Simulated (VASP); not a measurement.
Runs of VASP 6.6.1 on HfO2. The structure is cubic, space group Fm-3m (No. 225). The conventional cell has a = 5.019 Å, b = 5.019 Å, c = 5.019 Å, α = 90.00°, β = 90.00°, γ = 90.00°. Hf (site symmetry m-3m) is surrounded by 8 O at 2.17 Å. O (site symmetry -43m) has 4 Hf at 2.17 Å as nearest neighbours. Measurements of this composition are mostly on another form, of space group No. 14.

| level | potentials or basis | k mesh | cutoff (eV) | smearing | further INCAR settings | gap on the mesh (eV) | pressure (GPa) |
| --- | --- | --- | --- | --- | --- | --- | --- |
| r2SCAN | VASP PAW PBE potentials, release 64 (Hf_pv, O) | 8 × 8 × 8 | 520 | gaussian 0.02 eV | ALGO = Normal; EDIFF = 1e-07 | (b) | (a) |
| PBEsol | VASP PAW PBE potentials, release 64 (Hf_pv, O) | 8 × 8 × 8 | 520 | gaussian 0.5 eV | ALGO = Fast; EDIFF = 1e-07 | 3.75 | 0.2 |
| PBEsol | VASP PAW PBE potentials, release 64 (Hf_pv, O_h) | 8 × 8 × 8 | 900 | gaussian 0.02 eV | ALGO = Fast; EDIFF = 1e-07 | 3.75 | -0.3 |
| PBEsol | VASP PAW PBE potentials, release 64 (Hf_pv, O) | 8 × 8 × 8 | 700 | gaussian 0.02 eV | ALGO = Fast; EDIFF = 1e-07 | 3.75 | 0.0 |
| PBEsol | VASP PAW PBE potentials, release 64 (Hf_pv, O) | 12 × 12 × 12 | 520 | gaussian 0.02 eV | ALGO = Fast; EDIFF = 1e-07 | 3.75 | 0.3 |

Alike in all rows: task single point; no spin polarisation; cell as given.

Problem. Fill in the values left out.

Solution. (a) 2.5; (b) 4.38.

Caveats: the PAW data sets were made with another functional, which shifts forces and pressure a little; spin-orbit coupling is left out, which moves the levels of the heavy elements; the cutoff is under 1.25 times the usual one of these potentials, so pressure, stress and relaxed cells hold a basis-set (Pulay) error (some runs).

A k mesh can miss the band edges, and the runs leave out spin-orbit coupling on Hf.

Not every run made on this cell is shown here.
